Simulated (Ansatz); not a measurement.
ZnS (zincblende), relaxed with r2SCAN. Space group F-43m (No. 216), cubic; a = 5.388 Å in the conventional setting, 19.55 Å³ an atom. Zn has 4 S at 2.33 Å; S has 4 Zn at 2.33 Å.

```cif
data_structure
_symmetry_space_group_name_H-M 'F-43m'
_symmetry_Int_Tables_number 216
_cell_length_a 5.3882
_cell_length_b 5.3882
_cell_length_c 5.3882
_cell_angle_alpha 90.000
_cell_angle_beta 90.000
_cell_angle_gamma 90.000
_cell_volume 156.43
loop_
_atom_site_label
_atom_site_type_symbol
_atom_site_symmetry_multiplicity
_atom_site_Wyckoff_symbol
_atom_site_fract_x
_atom_site_fract_y
_atom_site_fract_z
_atom_site_occupancy
Zn1 Zn 4 a 0.00000 0.00000 0.00000 1
S1 S 4 d 0.25000 0.25000 0.75000 1
```

The questions ask for values computed with Ansatz 0.2.0 on this geometry. Spin-unpolarised throughout.

Q: Is there a gap with r2SCAN, and of what kind?

A: With r2SCAN the gap is 2.71 eV and direct, at Γ.

Q: Estimate the gap with PBE on 8×8×8.

A: With PBE the gap is 2.15 eV and direct, at Γ. The gap differs by -0.56 eV from r2SCAN's.

Q: How does the gap change from r2SCAN to HSE06 (6×6×6)?

A: With HSE06 the gap is 3.38 eV and direct, at Γ. The gap differs by +0.67 eV from r2SCAN's.

Q: What does PBE0 give for the gap (6×6×6 mesh)?

A: With PBE0 the gap is 4.04 eV and direct, at Γ. The gap differs by +1.33 eV from r2SCAN's.

Q: Roughly how does the cost of the PBE0 run (6×6×6) compare with r2SCAN's (8×8×8)?

A: About 14 times as much (70 core-seconds against 5 core-seconds, on 2 threads of Arm Neoverse V1 (shared host)).

Q: How strongly does the crystal screen a field with clamped ions (r2SCAN)?

A: ε∞: 5.43 in all directions. Born charges, averaged over directions: Zn +1.99, S -1.99 e.

Q: How do these values compare with experiment?

A:
Set against measured values:
- Gap, measured 3.85 eV (direct): r2SCAN 2.71 (-1.14), PBE 2.15 (-1.70), HSE06 3.38 (-0.47), PBE0 4.04 (+0.19) eV. Source: 3.85 eV (direct gap E0 at Gamma; 19 K; measured value quoted from literature; literature value at 19 K; includes electron-phonon renormalization, which the paper puts at about 0.1 eV; quoted in “Electronic, vibrational, and thermodynamic properties of ZnS (zincblende and rocksalt structure)”, 2009, arxiv:0911.5022).
Measured gaps include zero-point and thermal shifts, optical ones also the exciton binding, and spin-orbit coupling, which these levels lack. Reports marked as nanostructured, strained, doped, implanted or mixed samples, and transport gaps, were set aside.

The meshes of the hybrids are coarse, so their gaps aren't converged to the digits shown.
